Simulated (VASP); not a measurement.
# TiTe2 (P-3m1) in VASP: a series of runs

The runs below take TiTe2 through single point, with HSE06.

Program: VASP 6.6.1. These are calculated values, not measurements. Logs are shortened: lines on timing, memory, paths and dates and some standing lists are left out, and cuts for length are marked.

**1. The crystal as given**

It takes space group P-3m1 (No. 164, trigonal). Conventional cell: a = 3.777 Å, b = 3.777 Å, c = 6.498 Å, α = 90.00°, β = 90.00°, γ = 120.00°. Te (site symmetry 3m) has 3 Ti at 2.77 Å as nearest neighbours. Around Ti (site symmetry -3m) lie 6 Te at 2.77 Å.

**2. Single point, HSE06**

File POSCAR:

```
TiTe2
1.0
    3.7770000000      0.0000000000      0.0000000000
   -1.8885000000      3.2709779501      0.0000000000
    0.0000000000      0.0000000000      6.4980000000
Te Ti
2 1
Direct
    0.3333333333      0.6666666667      0.7372000000
    0.6666666667      0.3333333333      0.2628000000
    0.0000000000      0.0000000000      0.0000000000
```

File INCAR.step1:

```
PREC = Accurate
ENCUT = 250
EDIFF = 1E-5
ISMEAR = 0
SIGMA = 0.01
LREAL = False
LASPH = True
NELM = 100
ALGO = Normal
ISIF = 2
LWAVE = True
LCHARG = False
NKRED = 1
NBANDS = 20
GGA = PE
```

File INCAR.step2:

```
PREC = Accurate
ENCUT = 250
EDIFF = 1E-6
ISMEAR = 0
SIGMA = 0.01
LREAL = False
LASPH = True
NELM = 100
ALGO = Normal
ISIF = 2
LWAVE = False
LCHARG = False
GGA = PE
LHFCALC = True
HFSCREEN = 0.2
PRECFOCK = Fast
NKRED = 1
NBANDS = 20
ISTART = 1
```

File KPOINTS:

```
Automatic mesh
0
Gamma
  5 5 3
```

Potentials or basis: VASP PAW PBE potentials, release 64 (Te, Ti_sv).

Run with:

```sh
cat potpaw_PBE.64/Te/POTCAR potpaw_PBE.64/Ti_sv/POTCAR > POTCAR
cp INCAR.step1 INCAR
mpirun -np 1 vasp_std > vasp.out
cp INCAR.step2 INCAR
mpirun -np 1 vasp_std > vasp.out
```

OUTCAR:

```text
PREC = Accurate
   ENCUT = 250
   EDIFF = 1E-6
   ISMEAR = 0
   LREAL = False
   LASPH = True
   NELM = 100
   ISIF = 2
   GGA = PE
   LHFCALC = True
   HFSCREEN = 0.2
   PRECFOCK = Fast
   NKRED = 1
   ISTART = 1

 Found     12 irreducible k-points:

 Following reciprocal coordinates:
            Coordinates               Weight
  0.000000  0.000000  0.000000      1.000000
  0.200000  0.000000  0.000000      6.000000
  0.400000  0.000000  0.000000      6.000000
  0.200000  0.200000  0.000000      6.000000
  0.400000  0.200000  0.000000      6.000000
  0.000000  0.000000  0.333333      2.000000
   k-points           NKPTS =     12   k-points in BZ     NKDIM =     75   number of bands    NBANDS=     20
   number of dos      NEDOS =    301   number of ions     NIONS =      3
   total plane-waves  NPLWV =  14400
   dimension x,y,z NGX =    20 NGY =   20 NGZ =   36
   dimension x,y,z NGXF=    40 NGYF=   40 NGZF=   72
   ions per type =               2   1
   NGX,Y,Z   is equivalent  to a cutoff of   8.80,  8.80,  9.21 a.u.
   NGXF,Y,Z  is equivalent  to a cutoff of  17.61, 17.61, 18.42 a.u.
 SYSTEM =  unknown system
   PREC   = accura    normal or accurate (medium, high low for compatibility)
   ISTART =      1    job   : 0-new  1-cont  2-samecut
   ICHARG =      0    charge: 1-file 2-atom 10-const
   ISPIN  =      1    spin polarized calculation?
   LNONCOLLINEAR =      F non collinear calculations
   LSORBIT =      F    spin-orbit coupling
   LASPH  =      T    aspherical Exc in radial PAW
   ENCUT  =  250.0 eV  18.37 Ry    4.29 a.u.   4.87  4.87  8.38*2*pi/ulx,y,z
   NELM   =    100;   NELMIN=  2; NELMDL=  0     # of ELM steps
   EDIFF  = 0.1E-05   stopping-criterion for ELM
   LREAL  =      F    real-space projection
   EDIFFG = 0.1E-04   stopping-criterion for IOM
   NSW    =      0    number of steps for IOM
   IBRION =     -1    ionic relax: 0-MD 1-quasi-New 2-CG
   NFREE  =      0    steps in history (QN), initial steepest desc. (CG)
   ISIF   =      2    stress and relaxation
   ISYM   =      3    0-nonsym 1-usesym 2-fastsym
   POTIM  = 0.5000    time-step for ionic-motion
   TEBEG  =    0.0;   TEEND  =   0.0 temperature during run
   PSTRESS=    0.0 pullay stress
   NELECT =      24.0000    total number of electrons
   NUPDOWN=      -1.0000    fix difference up-down
   EMIN   =  10.00;   EMAX   =-10.00  energy-range for DOS
   EFERMI =   0.00;   METHOD = LEGACY
   ISMEAR =     0;   SIGMA  =   0.01  broadening in eV -4-tet -1-fermi 0-gaus
   EFERMI_NEDOS =   21; number of points for ismear=-14 and -15
   IALGO  =     38    algorithm
   IMIX   =      1    mixing-type and parameters
     AMIX     =   0.40;   BMIX     =  1.00
     AMIX_MAG =   1.60;   BMIX_MAG =  1.00
  volume/ion in A,a.u.               =      26.76       180.58
  Fermi-wavevector in a.u.,A,eV,Ry     =   1.094655  2.068597 16.303438  1.198269
  Thomas-Fermi vector in A             =   2.230964
   LORBIT       =      0    0 simple, 1 ext, 2 COOP (PROOUT), +10 PAW based schemes
   GGA     = PE    functional components
   LHFCALC =     T    Hartree Fock is set to
   PRECFOCK=fast      Normal, Fast or Accurate (Low or Medium for compatibility)
   ENCUT4O =  -1.0   cutoff for four orbital integrals eV
   NKREDX  =     1    reduce k-point grid by
   NKREDY  =     1    reduce k-point grid by
   NKREDZ  =     1    reduce k-point grid by
   AEXX    =    0.2500 exact exchange contribution
   HFSCREEN=    0.2000 screening length (either q_TF or 0.3 A-1)
   HFSCREENC=   0.2000 screening length for correlation (either q_TF or 0.3 A-1)
   ENCUTFOCK=  -1.0 apply spherical cutoff to Coloumb kernel
   IVDW    =     0    specifies the selected vdW correction
   LEPSILON=     F    determine dielectric tensor
   LRPA    =     F    only Hartree local field effects (RPA)
 non-spin polarized calculation
 Gauss-broadening in eV      SIGMA  =   0.01
  energy-cutoff  :      250.00
  volume of cell :       80.28
 maximum number of plane-waves:       729
 NGX is ok and might be reduce to    20
  NGX = 12; NGY = 12; NGZ = 20

 number of electron      23.9999979 magnetization

 Free energy of the ion-electron system (eV)
  ---------------------------------------------------
  ext. energy  EPLUGINS =         0.00000000
  ---------------------------------------------------
  free energy    TOTEN  =       -19.89056610 eV

  energy without entropy =      -19.89028342  energy(sigma->0) =      -19.89042476

 E-fermi :   6.9876     XC(G=0):  -8.1817

 val. band max:        6.7737501116   @ k =   0.4000   0.0000   0.3333
 cond. band min:       6.9944745363   @ k =   0.0000   0.4000   0.3333
 fundamental gap:      0.2207244247
 Fermi energy:         6.9876338315

 k-point     1 :       0.0000    0.0000    0.0000
  band No.  band energies     occupation
      1     -55.9562      2.00000
      2     -30.5698      2.00000
      3     -30.5697      2.00000
      4     -30.5545      2.00000
      5      -7.1635      2.00000
      6      -5.4602      2.00000
[... 12 lines left out ...]
     19      13.0856      0.00000
     20      15.0157      0.00000

 k-point     2 :       0.2000    0.0000    0.0000
  band No.  band energies     occupation
      1     -55.9544      2.00000
      2     -30.5892      2.00000
      3     -30.5745      2.00000
      4     -30.5515      2.00000
      5      -6.6837      2.00000
      6      -5.2294      2.00000
[... 12 lines left out ...]
     19      14.2178      0.00000
     20      14.6069      0.00000

 k-point     3 :       0.4000    0.0000    0.0000
  band No.  band energies     occupation
      1     -55.9514      2.00000
      2     -30.6205      2.00000
      3     -30.5821      2.00000
      4     -30.5465      2.00000
      5      -5.5531      2.00000
      6      -4.9020      2.00000
[... 12 lines left out ...]
     19      12.9268      0.00000
     20      13.4010      0.00000

 k-point     4 :       0.2000    0.2000    0.0000
  band No.  band energies     occupation
      1     -55.9522      2.00000
      2     -30.6096      2.00000
      3     -30.5858      2.00000
      4     -30.5476      2.00000
      5      -5.8640      2.00000
      6      -4.9188      2.00000
[... 12 lines left out ...]
     19      14.4589      0.00000
     20      14.8760      0.00000

 k-point     5 :       0.4000    0.2000    0.0000
  band No.  band energies     occupation
      1     -55.9508      2.00000
      2     -30.6192      2.00000
      3     -30.5955      2.00000
      4     -30.5452      2.00000
      5      -5.0273      2.00000
      6      -4.8641      2.00000
[... 12 lines left out ...]
     19      14.7594      0.00000
     20      14.8730      0.00000

 k-point     6 :       0.0000    0.0000    0.3333
  band No.  band energies     occupation
      1     -55.9559      2.00000
      2     -30.5699      2.00000
      3     -30.5697      2.00000
      4     -30.5545      2.00000
      5      -6.8557      2.00000
      6      -5.9958      2.00000
[... 12 lines left out ...]
     19      14.2972      0.00000
     20      14.9218      0.00000

 [... further k-points ...]
[... 5 lines left out ...]
  --------------------------------------------------------------------------------------
  -------------------------------------------------------------------------------------
  Total       -0.8046709     -0.8046709     -0.6435224     -0.0000000      0.0000000      0.0000000
  in kB      -16.0592242    -16.0592242    -12.8431016     -0.0000000      0.0000000      0.0000000
  external PRESSURE =     -14.9871833 kB  Pullay stress =       0.0000000 kB

 VOLUME and BASIS-vectors are now :
 -----------------------------------------------------------------------------
  energy-cutoff  :      250.00
  volume of cell :       80.28
      direct lattice vectors                 reciprocal lattice vectors
     3.777000000  0.000000000  0.000000000     0.264760392  0.152859484  0.000000000
    -1.888500000  3.270977950  0.000000000     0.000000000  0.305718967  0.000000000
     0.000000000  0.000000000  6.498000000     0.000000000  0.000000000  0.153893506

 POSITION                                       TOTAL-FORCE (eV/Angst)
 -----------------------------------------------------------------------------------
     -0.00000      2.18065      4.79033         0.000000      0.000000      0.297195
      1.88850      1.09033      1.70767        -0.000000     -0.000000     -0.297195
      0.00000      0.00000      0.00000         0.000000      0.000000      0.000000
 -----------------------------------------------------------------------------------
    total drift:                                0.000000     -0.000000     -0.000000

  FREE ENERGIE OF THE ION-ELECTRON SYSTEM (eV)
  ---------------------------------------------------
  free  energy   TOTEN  =       -19.8905660988 eV

  energy  without entropy=      -19.8902834245  energy(sigma->0) =      -19.89042476
```

It took 4.1 min on 1 thread of Intel Xeon 6975P-C (Granite Rapids), shared host; peak memory 0.24 GiB.

The run converged, but a check on its numbers failed (symmetry, net force, bounds or a known fault of this set-up), so they aren't taken as properties of the crystal.

Caveat: the k mesh is coarse (spacing up to 0.38 Å⁻¹), so the values aren't converged, least of all with exact exchange; the cutoff lies under the usual one of these potentials, so the numbers hold a large basis-set error; the PAW data sets were made with another functional, which shifts forces and pressure a little; this functional lacks dispersion, which binds the layers, so the pressure and a relaxed spacing across them are unreliable.

**3. Single point, HSE06**

POSCAR is that of step 2.

Edit INCAR.step1 of step 2 so:

```diff
@@ -1,3 +1,3 @@
 PREC = Accurate
-ENCUT = 250
+ENCUT = 350
 EDIFF = 1E-5
```

Edit INCAR.step2 of step 2 so:

```diff
@@ -1,3 +1,3 @@
 PREC = Accurate
-ENCUT = 250
+ENCUT = 350
 EDIFF = 1E-6
```

File KPOINTS:

```
Automatic mesh
0
Gamma
  4 4 2
```

Potentials or basis: VASP PAW PBE potentials, release 64 (Te, Ti_sv).

Run with:

```sh
cat potpaw_PBE.64/Te/POTCAR potpaw_PBE.64/Ti_sv/POTCAR > POTCAR
cp INCAR.step1 INCAR
mpirun -np 1 vasp_std > vasp.out
cp INCAR.step2 INCAR
mpirun -np 1 vasp_std > vasp.out
```

It took 2.5 min on 1 thread of Intel Xeon 6975P-C (Granite Rapids), shared host; peak memory 0.26 GiB.

The run converged, but some of its settings lie outside the range that counts as converged, so its numbers aren't taken as properties of the crystal.

Results:

| Property | Result |
| --- | --- |
| Free energy | -19.8417 eV |
| Pressure | -1.0 GPa |
| Largest force | 0.271 eV/Å |
| Band gap on the k mesh | none (metal or under the smearing width) |

Caveat: the k mesh is coarse (spacing up to 0.48 Å⁻¹), so the values aren't converged, least of all with exact exchange; the PAW data sets were made with another functional, which shifts forces and pressure a little; this functional lacks dispersion, which binds the layers, so the pressure and a relaxed spacing across them are unreliable.

[end of part 1 of 2]
